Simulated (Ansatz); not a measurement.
Results of r²SCAN+rVV10 in Ansatz (plane waves, PAW) for rutile RuO₂.

Run with plane-wave cutoff 560 eV, 12×12×18 k mesh (along the axes of the cell as run), Fermi–Dirac smearing 0.05 eV, no spin polarisation, scalar-relativistic PAW data made under PBE.

Properties against volume:

Shape and atoms are relaxed at each volume.

| V (Å³/atom) | P (GPa) | c (Å) | a (Å) |
|---|---|---|---|
| 9.908 | 12.85 | 3.081 | 4.392 |
| 10.114 | 6.07 | 3.093 | 4.429 |
| 10.320 | 0.00 | 3.105 | 4.466 |
| 10.527 | -5.43 | 3.117 | 4.502 |
| 10.733 | -10.28 | 3.129 | 4.537 |

Note: the bulk modulus comes from volumes at which shape and atoms were relaxed.

Ansatz is a quantum-chemistry and plane-wave program.
